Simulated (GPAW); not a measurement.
# SnO2 (Cassiterite) in GPAW: the effect of functional

The system is SnO2 (Cassiterite).

```
CELL_PARAMETERS angstrom
4.73800 0.00000 0.00000
0.00000 4.73800 0.00000
0.00000 0.00000 3.18650
ATOMIC_POSITIONS crystal
Sn 0.50000 0.50000 0.50000
Sn 0.00000 0.00000 0.00000
O 0.80710 0.19290 0.50000
O 0.69290 0.69290 0.00000
O 0.19290 0.80710 0.50000
O 0.30710 0.30710 0.00000
```

| Quantity | Value |
| --- | --- |
| Program | GPAW 26.7.0 |
| Cutoff | 680 eV |
| Basis | pw |
| k mesh | 4 × 4 × 5 |
| Occupations | fermi-dirac, width 0.05 eV |
| Spin | no spin polarisation |
| Task of each run | phonons |

The series moves functional from these settings.

| functional | volume per atom (A^3/atom) | pressure (GPa) | lowest optical (cm^-1) | highest frequency (cm^-1) | gap on mesh (eV) |
| --- | --- | --- | --- | --- | --- |
| LDA | 11.74 | 0.01359 | 105.1 | 757.1 | 1.306 |
| PBEsol | ? | ? | ? | ? | ? |
| PBE | 12.48 | 0.003194 | 109.2 | 712 | 0.7923 |
| r2SCAN | 12 | 0.01465 | 113.4 | 762.2 | 1.911 |

What does the run at PBEsol give?

Volume per atom (A^3/atom) 12.09; pressure (GPa) -0.003439; lowest optical (cm^-1) 102.2; highest frequency (cm^-1) 737.1; gap on mesh (eV) 1.024.

Caveat: the k mesh is coarse (spacing up to 0.39 Å⁻¹), so the values aren't converged; the LO-TO splitting is left out.
